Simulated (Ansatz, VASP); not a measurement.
# NaCl in VASP and in Ansatz

File INCAR:

```
PREC = Accurate ; ENCUT = 520
EDIFF = 1E-7 ; ISMEAR = -1
SIGMA = 0.05 ; LREAL = F
LASPH = T ; NELM = 80
ALGO = Normal ; ISIF = 2
LWAVE = F ; LCHARG = F
GGA = PE ; NBANDS = 14
```

Contents of KPOINTS:

```
Automatic mesh
0
Gamma
  8 8 8
```

File POSCAR:

```
NaCl
1.0
    3.5021900000      0.0000000000      0.0000000000
    0.0000000000      3.5021900000      0.0000000000
    0.0000000000      0.0000000000      3.5021900000
Cl Na
1 1
Direct
    0.5000000000      0.5000000000      0.5000000000
    0.0000000000      0.0000000000      0.0000000000
```

The input input.yaml:

```yaml
crystal:
  lattice:
    - [3.50219, 0.0, 0.0]
    - [0.0, 3.50219, 0.0]
    - [0.0, 0.0, 3.50219]
  atoms:
    - { symbol: Cl, position: [0.5, 0.5, 0.5] }
    - { symbol: Na, position: [0.0, 0.0, 0.0] }
hamiltonian:
  xc: pbe
  pseudopotentials: { kind: paw }
kpoints:
  mp_grid: { grid: [8, 8, 8] }
scf:
  occupations: { method: fermi_dirac, width: 0.05 }
output:
  forces: true
  stress: true
  eigenvalues: true
```

Measurements of this composition are mostly on another form, of space group No. 225.

Alike in both runs: task single point; functional PBE; k mesh 8 × 8 × 8; occupations fermi-dirac, width 0.05 eV; no spin polarisation.

|  | VASP | Ansatz |
| --- | --- | --- |
| version | VASP 6.6.1 | Ansatz 0.2.0 |
| potentials or method | VASP PAW PBE potentials, release 64 (Cl, Na_pv) | Ansatz PAW |
| plane-wave cutoff (eV) | 520 | 420 |
| valence electrons in the cell | 14 | 16 |

|  | VASP | Ansatz | Ansatz less VASP |
| --- | --- | --- | --- |
| gap on the k mesh at the Fermi level (eV) | 3.98 | 3.98 | 0.000 |
| least direct gap on the mesh (eV) | 4.47 | 4.47 | 0.000 |
| pressure (GPa) | 0.1 | 0.1 | +0.05 |

The two sets of potentials don't hold the same shells in valence.

A k mesh can miss the band edges.
